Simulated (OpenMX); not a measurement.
AlN:

```xyz
4
Lattice="3.1130 0.0000 0.0000 -1.5565 2.6959 0.0000 0.0000 0.0000 4.9810" Properties=species:S:1:pos:R:3 pbc="T T T"
Al    1.5565    0.8986    2.4905
Al    0.0000    1.7973    0.0000
N     1.5565    0.8986    4.3833
N     0.0000    1.7973    1.8928
```

Base run:

- Program: OpenMX 3.8.5
- Functional: PBE
- Potentials or basis: OpenMX 2013 PBE set, Al7.0-s2p1d1, N6.0-s2p2, grid cutoff 400 Ry
- k mesh: 11 × 11 × 7
- Occupations: fermi-dirac, width 0.05 eV
- Spin: no spin polarisation

Its results: band gap on the k mesh 4.88 eV, direct; pressure 4.2 GPa; largest force 0.097 eV/Å.

Q: The run is repeated on the same cell with these changes: potentials or basis from OpenMX 2013 PBE set, Al7.0-s2p1d1, N6.0-s2p2, grid cutoff 400 Ry to OpenMX 2013 PBE set, Al7.0-s2p2d1, N6.0-s2p2d1, grid cutoff 400 Ry. What comes out?

A: Band gap on the k mesh 4.89 eV, direct; pressure 2.9 GPa; largest force 0.074 eV/Å.

Caveats: the basis of atomic orbitals isn't converged, which shifts pressures, moduli and gaps.
